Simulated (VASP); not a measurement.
# CuI (pbesol): single point with PBEsol

Crystal: CuI (pbesol).

```
Cu I
1.0
     0.00000    3.03150    3.03150
     3.03150    0.00000    3.03150
     3.03150    3.03150    0.00000
Cu I
1 1
Direct
  0.25000 0.25000 0.25000
  0.00000 0.00000 0.00000
```

```yaml
Program: VASP 6.6.1
Task: single point
Functional: PBEsol
Potentials_or_basis: VASP PAW PBE potentials, release 64 (Cu, I)
Cutoff: 520 eV
k_mesh: 6 × 6 × 6
Occupations: gaussian, width 0.1 eV
Spin: no spin polarisation
Dipole_correction: no
Further_INCAR_settings: ALGO = Fast; EDIFF = 1e-06; NBANDS = 16
```

The pressure is -2.4 GPa and the band gap on the k mesh is 1.03 eV, direct.

Levels at points of the mesh, in eV from the valence-band top:
| k point | band 5 | band 6 | band 7 | band 8 | band 9 | band 10 | band 11 | band 12 | band 13 | band 14 |
| --- | --- | --- | --- | --- | --- | --- | --- | --- | --- | --- |
| (0.00, 0.00, 0.00) | -1.87 | -1.87 | 0.00 | 0.00 | 0.00 | 1.03 | 4.83 | 4.83 | 4.83 | 8.04 |
| (0.50, 0.00, 0.00) | -1.85 | -1.85 | -1.80 | -0.72 | -0.72 | 2.08 | 5.36 | 5.36 | 7.25 | 9.00 |
| (0.50, 0.50, 0.00) | -1.90 | -1.82 | -1.79 | -1.52 | -1.52 | 2.60 | 2.85 | 9.07 | 9.71 | 9.71 |

It took 11 s on 1 thread of Intel(R) Xeon(R) Platinum 8488C (Sapphire Rapids), with other jobs on the host, peak memory 0.17 GiB.

Caveat: the PAW data sets were made with another functional, which shifts forces and pressure a little; spin-orbit coupling is left out, which moves the levels of the heavy elements. Expect the measured gap to be larger: semilocal functionals such as PBEsol lack the derivative discontinuity.
